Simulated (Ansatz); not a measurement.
## As: single point with PBEsol

Crystal: As.

```xyz
2
Lattice="1.8808 1.0859 3.5141 -1.8808 1.0859 3.5141 0.0000 -2.1718 3.5141" Properties=species:S:1:pos:R:3 pbc="T T T"
As    0.0000    0.0000    2.3825
As    0.0000    0.0000    8.1597
```

```yaml
Program: Ansatz 0.2.0
Task: single point
Functional: PBEsol
Potentials_or_basis: all-electron PAW datasets made for the crystal
Cutoff: 240 eV (chosen from the basis error)
k_mesh: 6 × 6 × 6
Occupations: fermi-dirac, width 0.05 eV
Spin: no spin polarisation
```

* Pressure: 0.2 GPa
* Largest force: 0.265 eV/Å
* Band gap on the k mesh: none (metal or under the smearing width)

Forces on the atoms (eV/Å):
```
As   0.000  0.000  0.265
As   0.000  0.000 -0.265
```

Stress tensor (GPa, compression positive):
```
 0.61  0.00  0.00
 0.00  0.61  0.00
 0.00  0.00 -0.72
```

Levels at points of the mesh, in eV from the Fermi level:
```tsv
k point	band 2	band 3	band 4	band 5	band 6	band 7	band 8
(0.00, 0.00, 0.00)	-5.82	-2.50	-2.03	-2.03	1.59	2.89	2.89
(0.00, 0.00, -0.50)	-11.12	-2.86	-2.81	-0.40	-0.36	0.34	1.39
(0.00, -0.50, -0.50)	-9.74	-6.00	-4.22	-4.15	1.37	5.46	6.87
(-0.50, -0.50, -0.50)	-10.00	-1.78	-1.78	-0.66	0.77	0.77	1.83
```

Run time: 1.6 s on 2 threads of AMD EPYC 7R13 Processor (Zen 3), with other jobs on the host, peak memory 0.37 GiB.

Caveat: the k mesh is thin for a metal, which can move the energy by tens of meV per atom.
